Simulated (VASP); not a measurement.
Set up this calculation in VASP 6.6.1, as the native input.

```yaml
Task: single point
Functional: PBEsol
Potentials_or_basis: VASP PAW PBE potentials, release 64 (Cs_sv, Br)
Cutoff: 520 eV
k_mesh: 6 × 6 × 6
Occupations: gaussian, width 0.02 eV
Spin: no spin polarisation
Dipole_correction: no
Further_INCAR_settings: ALGO = Fast; EDIFF = 1e-06; NBANDS = 15
```

The structure of CsBr lies in POSCAR:

```
CsBr
1.0
    4.1348327800      0.0000000000      0.0000000000
    0.0000000000      4.1348327800      0.0000000000
    0.0000000000      0.0000000000      4.1348327800
Cs Br
1 1
Direct
    0.0000000000      0.0000000000      0.0000000000
    0.5000000000      0.5000000000      0.5000000000
```

The cell isn't the ideal one: strained and moved within the space group.

These files were run (other wordings do the same):

INCAR

```
SYSTEM = CsBr
PREC = Accurate ; ENCUT = 520
EDIFF = 1E-6 ; ISMEAR = 0
SIGMA = 0.02 ; LREAL = .FALSE.
LASPH = .TRUE. ; NELM = 100
ALGO = Fast ; ISIF = 2
LWAVE = .FALSE. ; LCHARG = .FALSE.
GGA = PS ; NBANDS = 15
```

KPOINTS

```
regular mesh
0
G
  6 6 6
  0 0 0
```

Potentials or basis: VASP PAW PBE potentials, release 64 (Cs_sv, Br).

The run is started by

```sh
$ cat potpaw_PBE.64/Cs_sv/POTCAR potpaw_PBE.64/Br/POTCAR > POTCAR
$ mpirun -np 1 vasp_std > vasp.out
```

Results of the run:

The pressure is 1.6 GPa and the band gap on the k mesh is 4.61 eV, direct.

Caveat: the PAW data sets were made with another functional, which shifts forces and pressure a little; spin-orbit coupling is left out, which moves the levels of the heavy elements.

It took 18 s on 1 thread of Intel(R) Xeon(R) Platinum 8259CL CPU @ 2.50GHz (Skylake/Cascade Lake), on a shared host, peak memory 0.18 GiB.
